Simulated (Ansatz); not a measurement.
# Levels at Γ against strain in BaTiO3

```
CELL_PARAMETERS angstrom
3.98410 0.00000 0.00000
0.00000 2.83705 2.84580
0.00000 -2.83705 2.84580
ATOMIC_POSITIONS crystal
Ba 0.00000 0.00000 0.00000
Ti 0.50000 0.50790 0.50790
O 0.00000 0.49210 0.49210
O 0.50000 0.50251 0.99371
O 0.50000 0.99371 0.50251
```

Atom numbers follow the list: Ba1, Ti2, O3, O4, O5.

Conventional cell: a = 3.984 Å, b = 5.674 Å, c = 5.692 Å, α = 90.00°, β = 90.00°, γ = 90.00°. Around Ba (atom 1) lie 12 O at 2.80 to 2.89 Å. Around Ti (atom 2) lie 6 O at 1.95 to 2.07 Å. Around O (atom 3) lie 2 Ti at 1.99 Å. Around O (atom 4) lie 2 Ti at 1.95 to 2.07 Å.

The cell is COD entry 9016084, as deposited and not checked against the literature; nothing was relaxed.

Spin–orbit coupling is left out, though it moves levels of the heavy atoms by tenths of an eV or more.

Theory: DFT, PBE, all-electron LAPW, scalar-relativistic in Ansatz 0.2.0.

Numerical set-up: a Γ-centred 8×8×8 k mesh, Fermi–Dirac smearing of 0.05 eV, basis error target 1 meV/atom, no spin polarisation.

The cell is scaled evenly. Fractional coordinates are held (clamped ions).

The valence-band top of this crystal doesn't lie at Γ but 0.14 eV above the top filled level there.

Only quantities that a quadratic follows smoothly over the whole series are listed; rougher ones are left out.

```csv
ln(V/Vcell),direct gap at Γ (eV),smallest gap on mesh and path (eV)
-0.0619,2.052,1.981
-0.0408,2.033,1.937
-0.0101,2.001,1.871
0.0000,1.990,1.849
0.0100,1.978,1.828
0.0198,1.966,1.806
0.0392,1.941,1.764
0.0583,1.915,1.723
```

Fit the series and give the slopes at zero strain.

Least-squares fits y = p0 + p1 x + p2 x² to the rows give direct gap at Γ (eV): p1 = -1.15, p2 = -2.3; smallest gap on mesh and path (eV): p1 = -2.15, p2 = -0.29. So dEg/dln V = -1.1 eV for the direct gap at Γ, which isn't the fundamental gap here: that one has dEg/dln V = -2.2 eV. Semilocal gaps are too small, but their slopes carry over better.

One run, at ln(V/Vcell) = -0.0202, is withheld. Predict its row.

The fits give 2.012, 1.893; the run gave 2.012, 1.893.
